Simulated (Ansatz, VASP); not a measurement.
# NaI: VASP beside Ansatz

File INCAR:

```
SYSTEM = NaI
PREC = Accurate
ENCUT = 520
EDIFF = 1E-7
ISMEAR = 0
SIGMA = 0.01
LREAL = .False.
LASPH = .True.
NELM = 100
ALGO = Normal
ISIF = 2
LWAVE = .False.
LCHARG = .False.
GGA = CA
NBANDS = 14
```

Contents of KPOINTS:

```
Automatic mesh
0
Gamma
  6 6 6
  0 0 0
```

The input POSCAR:

```
NaI
1.0
    0.0000000000      3.2297205553      3.2297205553
    3.2297205553      0.0000000000      3.2297205553
    3.2297205553      3.2297205553      0.0000000000
Na I
1 1
Direct
    0.0000000000      0.0000000000      0.0000000000
    0.5000000000      0.5000000000      0.5000000000
```

Input for Ansatz:

```yaml
crystal:
  lattice:
    - [0.0, 3.2297205553, 3.2297205553]
    - [3.2297205553, 0.0, 3.2297205553]
    - [3.2297205553, 3.2297205553, 0.0]
  atoms:
    - { symbol: Na, position: [0.0, 0.0, 0.0] }
    - { symbol: I, position: [0.5, 0.5, 0.5] }
kpoints:
  mp_grid: { grid: [6, 6, 6] }
hamiltonian:
  xc: lda
scf:
  occupations: { method: fixed }
  n_extra_bands: 4
output:
  forces: true
  stress: true
  eigenvalues: true
```

Alike in both runs: task single point; functional LDA; k mesh 6 × 6 × 6; no spin polarisation.

|  | VASP | Ansatz |
| --- | --- | --- |
| version | VASP 6.6.1 | Ansatz 0.2.0 |
| potentials or method | VASP PAW LDA potentials, release 64 (Na_pv, I) | plane waves |
| plane-wave cutoff (eV) | 520 | 420 |
| occupations | gaussian, width 0.01 eV | fixed |
| valence electrons in the cell | 14 | 26 |

Ansatz gave:

- gap on the k mesh at the Fermi level (eV): 3.35
- pressure (GPa): -1.6

Question: Estimate VASP's values.

Answer: gap on the k mesh at the Fermi level (eV): 3.36; pressure (GPa): -1.5.

The two sets of potentials don't hold the same shells in valence.

Caveats: spin-orbit coupling is left out, which moves the levels of the heavy elements. Expect the measured gap to be larger: semilocal functionals such as LDA lack the derivative discontinuity.
